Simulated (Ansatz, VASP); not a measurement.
# SnH5: VASP beside Ansatz

The input INCAR:

```
ALGO = Normal
EDIFF = 1E-6
EDIFFG = -0.04
ENCUT = 600
GGA = PE
IBRION = 2
ISIF = 3
ISMEAR = 0
LASPH = True
LCHARG = False
LREAL = False
LWAVE = False
NELM = 80
NSW = 90
PREC = Accurate
SIGMA = 0.1
```

File KPOINTS:

```
k-points
0
Gamma
  4 4 4
```

Contents of POSCAR:

```
SnH5
1.0
    0.0000000000      3.3456449000      3.3456449000
    3.3456449000      0.0000000000      3.3456449000
    3.3456449000      3.3456449000      0.0000000000
Sn H
1 5
Direct
    0.0000000000      0.0000000000      0.0000000000
    0.7500000000      0.7500000000      0.7500000000
    0.3750000000      0.3750000000      0.8750000000
    0.3750000000      0.8750000000      0.3750000000
    0.8750000000      0.3750000000      0.3750000000
    0.3750000000      0.3750000000      0.3750000000
```

Input for Ansatz:

```yaml
crystal:
  lattice:
    - [0.0, 3.3456449, 3.3456449]
    - [3.3456449, 0.0, 3.3456449]
    - [3.3456449, 3.3456449, 0.0]
  atoms:
    - { symbol: Sn, position: [0.0, 0.0, 0.0] }
    - { symbol: H, position: [0.75, 0.75, 0.75] }
    - { symbol: H, position: [0.375, 0.375, 0.875] }
    - { symbol: H, position: [0.375, 0.875, 0.375] }
    - { symbol: H, position: [0.875, 0.375, 0.375] }
    - { symbol: H, position: [0.375, 0.375, 0.375] }
basis:
  ecutwfc: 420
kpoints:
  mp_grid: { grid: [4, 4, 4] }
hamiltonian:
  xc: pbe
scf:
  occupations: { method: gaussian, width: 0.1 }
  lower_state_search: "off"
output:
  forces: true
  stress: true
  eigenvalues: true
relax:
  adjacent_minimum: "off"
  f_tol: 0.04
  max_steps: 70
  cell: { stress_tol: 0.4 }
```

Change from the starting cell: species swapped into the ZrNi5 type (F-43m, No. 216).

Alike in both runs: task relaxation of cell and atoms; functional PBE; k mesh 4 × 4 × 4; occupations gaussian, width 0.1 eV; no spin polarisation.

|  | VASP | Ansatz |
| --- | --- | --- |
| version | VASP 6.6.1 | Ansatz 0.2.0 |
| potentials or method | VASP PAW PBE potentials, release 64 (Sn_d, H) | scalar-relativistic, plane waves, PAW |
| plane-wave cutoff (eV) | 600 | 420 |
| valence electrons in the cell | 19 | 19 |

```tsv
	VASP	Ansatz	Ansatz less VASP
gap on the k mesh at the Fermi level, each at its own relaxed structure (eV)	none	none	-
relaxed volume (Å³/atom)	6.91	6.97	+0.050
relaxed cell length with the largest relative difference (Å)	3.886	3.895	+0.0094
energy change over the relaxation (meV/atom)	-441	-441	+0.3
```

A gap of «none» marks a metal or a gap that the smearing closes.

Caveats: the k mesh is coarse (spacing up to 0.41 Å⁻¹), so the values aren't converged; the volume moved by over 15 % at a fixed basis, so the end points are rough (VASP).
